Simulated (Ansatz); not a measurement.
# Electron scattering at the Σ5 (210) boundary in fcc Ir with Co (substitutional), part 2 of 2

Wanted: what the Σ5 (210) boundary in fcc Ir with Co (substitutional) costs an interconnect.

Ansatz 0.2.0; Ansatz plane-wave DFT, PBE, PAW files, collinear spin; relaxation of a bicrystal slab with its lowest layers held; PAW set soft_1 (the session's first sound run).

So far. Step 2 (Relaxing the bicrystal): The largest force component on a free atom ends at 0.025 eV/Å, under the tolerance of 0.03, after 15 steps.

## (3) Transmission across the boundary

Bulk layers of each grain are laid under and over the relaxed boundary, and a lead is named in the middle of each, away from the free faces. The mesh across the current, 18×18, is finer than the density's, because channels open and close sharply across the zone. Energies from -0.1 to 0.1 eV in steps of 0.05 eV are too few for the program's thermal sum, so it prints no conductance; for a metal the transmission near the Fermi level serves, at a fraction of the cost.

This step: Ansatz plane-wave DFT, PBE, PAW files, collinear spin; ballistic transport by layer matching (Landauer), zero bias; boundary relaxed in a short slab, bulk layers laid on; PAW set soft_1 (Ansatz 0.2.0).

System of this step: Σ5 (210) boundary in fcc Ir with Co (substitutional). The cell holds 48 atoms: 47 Ir and 1 Co. Its edges and angles: a = 4.702 Å, b = 3.839 Å, c = 48.664 Å, α = 90.0°, β = 90.0°, γ = 65.9°. It derives from Ir. Regions: lower grain, 20 atoms (20 Ir); boundary, 12 atoms (11 Ir and 1 Co); upper grain, 16 atoms (16 Ir). Vacuum lies along c.

Contents of input.yaml:

```yaml
crystal:
  lattice:
    - [4.7022854592, 0.0, 0.0]
    - [1.5674284864, 3.5048766455, 0.0]
    - [0.0, 0.0, 48.6640745259]
  atoms:
    - { symbol: Ir, position: [-15.5999999999, 7.7999999997, 0.0821961588] }
    - { symbol: Ir, position: [-14.9999999999, 7.4999999997, 0.099837837] }
    - { symbol: Ir, position: [-14.3999999999, 7.1999999997, 0.1174795151] }
    - { symbol: Ir, position: [-13.7999999999, 6.8999999998, 0.1351211932] }
    - { symbol: Ir, position: [-13.1999999999, 6.5999999998, 0.1527628714] }
    - { symbol: Ir, position: [-12.5999999999, 6.2999999998, 0.1704045495] }
    - { symbol: Ir, position: [-11.9999999999, 5.9999999998, 0.1880462276] }
    - { symbol: Ir, position: [-11.3999999999, 5.6999999998, 0.2056879058] }
    - { symbol: Ir, position: [-10.7999999999, 5.3999999998, 0.2233295839] }
    - { symbol: Ir, position: [-10.1999999999, 5.0999999998, 0.240971262] }
    - { symbol: Ir, position: [-9.6, 4.7999999999, 0.2586129402] }
    - { symbol: Ir, position: [-9.0, 4.4999999999, 0.2762546183] }
    - { symbol: Ir, position: [-8.4, 4.1999999999, 0.2938962964] }
    - { symbol: Ir, position: [-7.8, 3.8999999999, 0.3115379745] }
    - { symbol: Ir, position: [-7.2, 3.5999999999, 0.3291796527] }
    - { symbol: Ir, position: [-6.6, 3.2999999999, 0.3468213308] }
    - { symbol: Ir, position: [-6.0, 2.9999999999, 0.3644630089] }
    - { symbol: Ir, position: [-5.4, 2.7, 0.3821046871] }
    - { symbol: Ir, position: [-4.8, 2.4, 0.3997463652] }
    - { symbol: Ir, position: [-4.2, 2.1, 0.4173880433] }
    - { symbol: Ir, position: [0.4, 0.8, 0.4350297215] }
    - { symbol: Ir, position: [-0.0025297111, 0.5012648556, 0.4529396974] }
    - { symbol: Ir, position: [0.5995283254, 0.2002358373, 0.4708784404] }
    - { symbol: Ir, position: [0.2046920517, 0.8976539741, 0.4879202394] }
    - { symbol: Ir, position: [0.8037484221, 0.5981257889, 0.5070735374] }
    - { symbol: Ir, position: [0.4048374298, 0.2975812851, 0.5241352247] }
    - { symbol: Co, position: [-0.001096521, 0.0005482605, 0.5363895769], spin: 2.0 }
    - { symbol: Ir, position: [0.5735724752, 0.7132137624, 0.5615486738] }
    - { symbol: Ir, position: [-0.0269829928, 1.0134914964, 0.5839952898] }
    - { symbol: Ir, position: [0.3832417551, 0.3083791224, 0.5982040455] }
    - { symbol: Ir, position: [-0.2213043467, 0.6106521733, 0.6167539793] }
    - { symbol: Ir, position: [0.1817185419, 0.909140729, 0.6355369911] }
    - { symbol: Ir, position: [-4.4182814581, 2.209140729, 0.6531786692] }
    - { symbol: Ir, position: [-5.0182814581, 2.509140729, 0.6708203473] }
    - { symbol: Ir, position: [-5.6182814581, 2.809140729, 0.6884620255] }
    - { symbol: Ir, position: [-6.218281458, 3.109140729, 0.7061037036] }
    - { symbol: Ir, position: [-6.818281458, 3.409140729, 0.7237453817] }
    - { symbol: Ir, position: [-7.418281458, 3.7091407289, 0.7413870598] }
    - { symbol: Ir, position: [-8.018281458, 4.0091407289, 0.759028738] }
    - { symbol: Ir, position: [-8.618281458, 4.3091407289, 0.7766704161] }
    - { symbol: Ir, position: [-9.218281458, 4.6091407289, 0.7943120942] }
    - { symbol: Ir, position: [-9.818281458, 4.9091407289, 0.8119537724] }
    - { symbol: Ir, position: [-10.418281458, 5.2091407289, 0.8295954505] }
    - { symbol: Ir, position: [-11.018281458, 5.5091407289, 0.8472371286] }
    - { symbol: Ir, position: [-11.618281458, 5.8091407288, 0.8648788068] }
    - { symbol: Ir, position: [-12.218281458, 6.1091407288, 0.8825204849] }
    - { symbol: Ir, position: [-12.818281458, 6.4091407288, 0.900162163] }
    - { symbol: Ir, position: [-13.418281458, 6.7091407288, 0.9178038412] }
magnetization:
  spin_polarized: true
kpoints:
  mp_grid: { grid: [7, 7, 1] }
hamiltonian:
  xc: pbe
  pseudopotentials: { kind: paw, azcp: { folder: soft_1 } }
scf:
  occupations: { method: fermi_dirac, width: 0.1 }
output:
  transmission:
    leads: [[11, 12], [38, 39]]
    kmesh: [18, 18]
    e_range: [-0.1, 0.1]
    de: 0.05
  write_potential: true
  write_density: true
  volumetric_format: npy
  elf: true
```

Launch:

```sh
$ ansatz run input.yaml --threads 4 --pin off --max-ram 15360MiB --backend cpu --events-out ev --progress --plain --runs-dir out
```

Numbers of over 12 decimals in the logs are rounded to 6 here.

The program printed:

```text
[...]
Crystal: 48 atoms, lattice volume = 802.029 Å³
Basis set: ecut = 420 eV, 15627 PW (Γ)
Bands: 491, of which v1, the nominal top of the filled ones, is band 408 counted from 1 (407 counted from 0)
Symmetry: 2 space group operations
[...]
k-points: 16 of 49 (time reversal used)
[...]
Starting moments: Σ|m| = 2 μB on 1 of 48 sites
[...]
SCF iter   1: F=—  HF=-566153.690539 eV  |F-HF|=—  |Δ(HF+E_count)|=         —  Δρ=2.29e-2 (↑2.27e-2 ↓2.29e-2)  dr2=3.45e1  dr2_m=2.44e-2  M=1.972 μB ∫|m|=2.310 μB  β_m=0.30  ethr=3.10e-3  ⟨swp⟩=6.0  Hψ=53829  notcnv=0  defer=412
[...]
SCF iter  16: F=-566149.802248 eV  HF=-566149.802248 eV  |F-HF|=2.70e-8  |Δ(HF+E_count)|=  6.98e-10  Δρ=7.82e-7 (↑2.58e-7 ↓7.82e-7)  dr2=2.77e-8  dr2_m=6.32e-10  M=1.550 μB ∫|m|=1.990 μB  ethr=2.07e-12  ⟨swp⟩=10.8  Hψ=47551  notcnv=0
SCF 1 converged in 16 iterations: F = -566149.802248 eV  dr2 = 2.77e-8
[...]
transmission: 1132 of 11284 steps passed
transmission: 2264 of 11284 steps passed
[...]
transmission: 11284 of 11284 steps passed
WARN: The input density's exchange-correlation potential varies sharply where the density is thin. Do not read a vacuum level from v_tot or v_xc, or from such a field of the output density. On a cell that repeats whose density bears no net charge and no dipole along the vacuum's axis use v_es (v_loc + v_h of the components); under efield.dipole_correction with no amplitude use v_es + v_field, which holds any external [...]
SCF converged after 16 iterations
the last check of whether an eigenvalue changes by more than its tolerance under the output density was not made (no_room)
Magnetization: 1.5499 μB (408.7749 up, 407.2251 down)
Absolute magnetization: 1.9958 μB (∫|ρ↑−ρ↓|, with the PAW one-centre terms)
[...]
Per-site moments (μB) at R_I (Å): [(-0.00126728, 1.119882), (0.000287018, 1.119882), (-0.000644085, 1.119882), (0.000592443, 1.119882), (3.5204453567431253e-6, 1.119882), (-0.000613879, 1.119882), (-0.000110404, 1.119882), (-0.000892252, 1.119882), (-0.00221268, 1.119882), (0.000905056, 1.119882), (0.00140652, 1.119882), (0.00055517, 1.119882), (0.00307526, 1.119882), (-0.00165145, 1.119882), (-0.00167089, 1.119882), [...]
Free energy (F): -566149.802248 eV
[...]
Internal energy: -566148.120989 eV  (E = F + TS)
E sigma→0 (E₀):  -566148.961619 eV
Entropy (-TS):   -1.681259 eV (-35.026 meV/atom)
Fermi energy:    20.802360 eV
[...]
--- Band table (eV; the first three rows and the last of 32) ---
  k-point 0 ↑: bands = [... 404 lower, 20.6829, 20.7199, 20.7771, 20.8922, 20.9179, 20.9361, 20.9692, 21.0008, ... 79 higher]
  k-point 1 ↑: bands = [... 404 lower, 20.6432, 20.7068, 20.7602, 20.7877, 20.8455, 20.9140, 20.9670, 20.9943, ... 79 higher]
  k-point 2 ↑: bands = [... 404 lower, 20.5210, 20.5768, 20.6338, 20.7223, 20.7416, 20.8167, 20.9302, 20.9578, ... 79 higher]
  k-point 15 ↓: bands = [... 404 lower, 21.0081, 21.0368, 21.0549, 21.0792, 21.0922, 21.1061, 21.1303, 21.1494, ... 79 higher]
--- Transmission ---
  basis      : 141 plane waves across, 62 finite elements along
  points     : 91, standing for a mesh of 18 x 18
  energies   : 5 from -0.100000 to 0.100000 eV about the Fermi level, 0.050000 eV apart; the leads are filled to 0.000000 eV, and channels, transmission and decay are at 0.000000 eV
  crystal 0  : Ir3, at the sites [11, 12], period 2.5755 Å, over 18.03 Å; its Hamiltonian steps by up to 7.6 meV
    offset         : up to 0.0000 Å between an atom of the period and one for which it stands
    channels       : 4.413580e0 up, 4.413580e0 down
    conductance    : none, the energies end too early or step too widely for 300 K: set another output.transmission.e_range or a lower de, or, where they end at an eighth of basis.ecutwfc, a higher one
[...]
channels       : 4.425926e0 up, 4.413580e0 down
[...]
junction   : crystal 0 to crystal 1, 13.28 to 35.38 Å
    transmission   : 1.857131e0 up, 2.069553e0 down
[...]
```

Run time: 44 min. Hardware: 4 threads of Intel Xeon Platinum 8259CL at 2.50GHz (Skylake/Cascade Lake), shared host; peak memory 11 GiB; 2.7 h of CPU time.

In the SCF lines HF is the Harris–Foulkes energy and dr2 the Hartree energy of the density residual, in eV; the loop may stop once dr2 is under the threshold and the program's other checks hold. Hψ counts applications of the Hamiltonian.

Numbers from this step:

| Quantity | Value |
| --- | --- |
| free energy | -566149.8022 eV |
| energy at zero smearing | -566148.9616 eV |
| Fermi energy | 20.80 eV |
| magnetization | 1.550 μB |
| absolute magnetization | 1.996 μB |
| cell area | 16.48 Å² |
| transmission, spin up | 1.857 |
| transmission, spin down | 2.070 |
| open channels, spin up | 4.414 |
| open channels, upper lead, spin up | 4.426 |
| open channels, spin down | 4.414 |
| open channels, upper lead, spin down | 4.414 |
| step of the lead's potential | 7.6 meV |
| step of the upper lead's potential | 24.1 meV |

Per spin. Table of transmission, zone mean by energy, zero at the Fermi level:

| energy (eV) | T up | T down |
| --- | --- | --- |
| -0.1000 | 1.85 | 1.93 |
| -0.0500 | 1.83 | 1.99 |
| 0.0000 | 1.86 | 2.07 |
| 0.0500 | 1.91 | 2.17 |
| 0.1000 | 1.93 | 2.26 |

Per spin. Open channels, zone mean against energy, zero at the Fermi level:

```csv
energy (eV),lead up,upper lead up,lead down,upper lead down
-0.1000,4.29,4.28,4.28,4.29
-0.0500,4.30,4.28,4.30,4.28
0.0000,4.41,4.43,4.41,4.41
0.0500,4.5,4.5,4.5,4.5
0.1000,4.51,4.52,4.51,4.52
```

Transmission over k1 and k2. At 0.0000 eV from the Fermi level, spin up.

Values, 12 rows by 16 columns, each cell a mean:
```
1.41 1.08 1.12 1.48 1.46 1.10 1.27 1.30 1.66 1.80 1.87 1.55 1.63 1.94 1.73 1.64
2.24 2.06 2.14 2.20 2.09 2.02 2.12 1.77 1.89 1.85 1.77 1.66 1.76 1.93 1.79 1.97
2.46 1.94 1.99 2.06 2.38 2.12 1.32 1.15 1.23 1.27 1.08 1.14 1.24 1.24 1.33 2.06
2.54 2.81 2.65 2.45 2.73 1.93 1.65 1.46 1.31 1.37 1.39 1.39 1.51 1.41 2.22 2.71
3.44 3.61 2.89 2.15 2.37 2.00 1.72 1.63 0.98 1.10 1.21 1.60 1.83 2.29 2.28 2.45
3.40 3.34 2.79 2.11 2.01 1.84 1.85 1.87 1.71 1.84 1.89 1.80 1.92 2.16 2.55 3.24
3.43 2.73 2.16 2.21 1.79 1.63 1.48 1.40 1.36 1.72 1.69 1.93 2.27 2.06 3.03 3.60
2.70 2.56 2.32 1.80 1.75 1.53 1.23 1.23 1.22 1.63 1.71 2.03 2.67 2.41 3.08 3.43
2.59 2.23 1.54 1.22 1.14 1.13 1.20 1.26 1.12 1.13 1.48 2.23 2.51 2.06 1.99 1.87
2.31 1.94 1.57 1.67 1.63 1.52 1.50 1.62 1.73 1.60 1.91 2.27 2.32 2.36 2.30 2.24
1.80 1.68 1.81 1.97 1.64 1.56 1.87 1.91 1.68 1.56 1.59 1.27 1.53 1.49 1.29 1.25
1.02 1.23 1.73 1.82 1.64 1.75 1.78 1.19 1.15 1.04 1.45 1.50 1.66 1.64 1.45 0.94
```
Columns: k1 (b1) from -0.5 to 0.444; rows upwards: k2 (b2) from -0.5 to 0.444.

Open channels over k1 and k2. At 0.0000 eV from the Fermi level, spin up.

Ten even steps from '_' (2.00) to '@' (8.00):
```
--....--**--....--++++++++--++++++++
++----....----++--++++++----++++++--
++++--++--++++++--++----------++--++
**--------****........____........**
----++----++--..______________..--++
++%%%%++++++..----........----..++++
%%%%%%++++++------......------++++++
@@@@%%++++++--++++++++++++--++++++%%
@@@@%%++**++++++++**++++++++**++%%@@
@@%%++++++--++++++++++++--++++++%%@@
%%++++++------......------++++++%%%%
++++++..----........----..++++++%%%%
--++--..______________..--++----++--
****........____........****--------
++++--++----------++--++++++--++--++
++--++++++----++++++--++----....----
--++++++++--++++++++--....--**--....
__..++++++++++++..__..++++++++++++..
```
Columns: k1 (b1) from -0.5 to 0.444; rows upwards: k2 (b2) from -0.5 to 0.444.

Transmission over k1 and k2. At 0.0000 eV from the Fermi level, spin down.

Ten even steps from '_' (0.77) to '@' (4.45):
```
........==........------------------
==....::::....==--------------------
====--==--====--::::::------::::::--
==--------==::____............____::
++--==--++++--..______________..--++
**####**++==__::::........::::__==++
%%@@%%======----::______::----======
@@@@@@==++====--==----==--====++==@@
@@@@%%****--++++==--==++++--****%%@@
@@@@==++====--==----==--====++==@@@@
%%======----::______::----======%%@@
**++==__::::........::::__==++**####
++++--..______________..--++++--==--
==::____............____::==--------
==--::::::------::::::--====--==--==
==--------------------==....::::....
..------------------........==......
....::--------::......::--------::..
```
Columns: k1 (b1) from -0.5 to 0.444; rows upwards: k2 (b2) from -0.5 to 0.444.

Open channels over k1 and k2. At 0.0000 eV from the Fermi level, spin down.

Ten even steps from '0' (2.00) to '9' (8.00):
```
311363113555535555
533113353555335553
553535553533333535
633336611110011116
335335310000000135
588555133111133155
888555333111333555
998555355555535558
998565555655556589
985553555555355589
855533311133355588
555133111133155588
353100000001353353
661111001111663333
553533333535553535
535553355535331133
355553555531136311
015555551015555551
```
Columns: k1 (b1) from -0.5 to 0.444; rows upwards: k2 (b2) from -0.5 to 0.444.

Spin density in the cb plane at fractional x = 0.000, with atoms of Ir and Co within 0.2 Å of it.

Ten even steps from '0' (0.0 e/Å³) to '9' (3.5 e/Å³), each cell a mean:
```
00000000000000000000003510000000000000000000
00000000000000000000000000000000000000000000
00000000000000000000000000000000000000000000
00000000000000000000000000000000000000000000
00000000000000000000000000000000000000000000
00000000000000000000000000000000000000000000
00000000000000000000000000000000000000000000
00000000000000000000000000000000000000000000
00000000000000000000001200000000000000000000
00000000000000000000005920000000000000000000
```
Columns run along c (16.0 Å, from fractional 0.37 to 0.69 of the cell), rows up along b (3.8 Å). Atoms in or near the plane, at fractional coordinates: Ir at (0.45, 0.50), Co at (0.54, 0.00), Ir at (0.58, 0.01), Ir at (0.67, 0.51).

ELF in the cb plane at fractional x = 0.000, with atoms of Ir and Co within 0.2 Å of it. It is the smooth field of the valence electrons, not physical close to the nuclei.

Values, 6 rows by 16 columns, each cell a mean:
```
0.49 0.29 0.32 0.27 0.22 0.28 0.31 0.25 0.43 0.29 0.53 0.40 0.31 0.34 0.25 0.24
0.31 0.29 0.31 0.31 0.41 0.30 0.31 0.29 0.19 0.22 0.30 0.31 0.30 0.29 0.36 0.36
0.22 0.33 0.31 0.40 0.53 0.34 0.33 0.32 0.23 0.13 0.17 0.27 0.31 0.27 0.49 0.49
0.24 0.30 0.31 0.36 0.55 0.32 0.31 0.30 0.22 0.15 0.20 0.28 0.29 0.28 0.47 0.47
0.37 0.30 0.31 0.29 0.33 0.29 0.31 0.28 0.21 0.24 0.38 0.33 0.31 0.29 0.31 0.31
0.50 0.29 0.35 0.27 0.19 0.29 0.33 0.25 0.54 0.32 0.53 0.44 0.32 0.39 0.23 0.23
```
Columns run along c (16.0 Å, from fractional 0.37 to 0.69 of the cell), rows up along b (3.8 Å). Atoms in or near the plane, at fractional coordinates: Ir at (0.45, 0.50), Co at (0.54, 0.00), Ir at (0.58, 0.01), Ir at (0.67, 0.51).

Electrostatic potential energy in the cb plane at fractional x = 0.000, with atoms of Ir and Co within 0.2 Å of it. With pseudopotentials it is smooth inside the atoms' cores, unlike the true potential.

Ten even steps from '0' (-52 eV) to '9' (24 eV), each cell a mean:
```
01589876799999987789853336851003898656899999
35899988899999998899985568985346999888999999
88999999998667899999999999998889999999986678
99987789984113799887899999999999988899851126
99976689972001599865789999999999877899830004
99986789972001699876789999999999887899830015
99998899986335899988899999999999988999974347
67899999999888999999997789987668999989998889
03699887899999987889963347862115898767899999
00589866789999976789843336850003798645899999
```
Columns run along c (16.0 Å, from fractional 0.37 to 0.69 of the cell; values clipped at the 3rd and 97th percentile), rows up along b (3.8 Å). Atoms in or near the plane, at fractional coordinates: Ir at (0.45, 0.50), Co at (0.54, 0.00), Ir at (0.58, 0.01), Ir at (0.67, 0.51).

Nearest the Fermi level spin up passes 1.86 of 4.41 channels of the lower lead and spin down 2.07 of 4.41.

## (4) Specific resistance

This step: Ansatz plane-wave DFT, PBE, PAW files, collinear spin; ballistic transport by layer matching (Landauer), zero bias; specific resistance of the boundary; PAW set soft_1 (Ansatz 0.2.0).

This step gave:

```
area resistance                      : 0.5885 fΩ m²
T over the leads' mean channel count : 0.4499
spin asymmetry γ                     : -0.09561 (R down - R up) / (R down + R up)
```

Averaged over the energies near the Fermi level, 45.0 % of the channels pass, which makes 0.588 fΩ m².

By hand, with means over the energies near the Fermi level: RA per spin = A (h/e²)(1/T − ½[1/N₁ + 1/N₂]); spin up: 16.48×10⁻²⁰ m² × 25 813 Ω × (1/1.876 − ½[1/4.402 + 1/4.402]) = 1.30 fΩ m²; spin down: 16.48×10⁻²⁰ m² × 25 813 Ω × (1/2.085 − ½[1/4.400 + 1/4.402]) = 1.07 fΩ m². The spins conduct in parallel, so 1/RA = 1/1.30 + 1/1.07 and RA = 0.588 fΩ m²; γ = (1.07 − 1.30)/(1.07 + 1.30) = -0.096.

## (5) Outcome

```
specific resistance of the boundary : 0.588 fΩ m²
share of channels that pass         : 0.450
```

The boundary has a specific resistance of 0.59 fΩ m². The boundary reflects 55 % of the channels; 0.59 fΩ m² is 5.9×10⁻¹² Ω·cm². One Co in 16.5 Å² of boundary is a high coverage. In the relaxation the upper grain slid sideways by about 1.0 Å, so the result belongs to the position that it found, not to the starting one. Each plane of this narrow cell holds one atom, so the solute fills a whole plane. One starting structure was relaxed; another shift or atom count at the boundary may lie lower. Spin-orbit coupling is left out, which matters for Ir. One magnetic start was tried, and the two spins conduct in parallel without mixing.

[Logs are printed without paths, hosts, clocks, repeated set-up lines and the standing remarks that a program may print on its own settings, such as how far it seeks lower states.]

[Hosts, paths, dates, database ids (printed as entryN), source tags and the programs' standing remarks are cut or masked in the printed files.]
